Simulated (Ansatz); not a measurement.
**What pressure 1.8 GPa does to GeO2**

Start from GeO2 in the rutile structure (space group P4_2/mnm, No. 136; a = 4.4105 Å, c = 2.8702 Å).

Modification: cell and atoms relaxed at a pressure of 1.8 GPa.

Calculations: r2SCAN/PAW in Ansatz (a first-principles code), spin-orbit coupling left out. Settings: 8×8×11 k-points, 0.05 eV Fermi–Dirac smearing.

The density grows by 0.05 g/cm³, from 6.22 g/cm³ to 6.27 g/cm³ and the lattice parameter a falls by 0.0132 Å, from 4.411 Å to 4.397 Å. The c/a ratio hardly moves (0.651 against 0.652) and the band gap rises by 0.091 eV, from 2.51 eV to 2.61 eV. The gap character stays direct at Γ and the width of the top valence band stays essentially unchanged (1.93 eV against 1.95 eV). The electron mass goes from 0.23 mₑ along c, 0.28 mₑ across (at Γ) to 0.23 mₑ along c, 0.29 mₑ across (at Γ) and the hole mass is still 1.7 mₑ along c, 1.1 mₑ across (at Γ). The valence-band top at Γ (three highest levels, from the VBM) stays 0.00, -0.82, -0.82 eV.

Final structure:

```xyz
6
Lattice="4.3973 0.0000 0.0000 0.0000 4.3973 0.0000 0.0000 0.0000 2.8667" Properties=species:S:1:pos:R:3 pbc="T T T"
Ge     0.0000     0.0000     0.0000
Ge     2.1986     2.1986     1.4334
O      1.3444     1.3444     0.0000
O      3.5431     0.8542     1.4334
O      0.8542     3.5431     1.4334
O      3.0529     3.0529     0.0000
```

Cost of the whole job for the changed cell (relaxation, final SCF and bands): about 100 core-seconds (a rough figure).

Load acts through the strain it causes; cell and atoms are relaxed under it. Masses are band curvatures over ±0.01 Å⁻¹ around the edge. Stability against distortions was not tested.
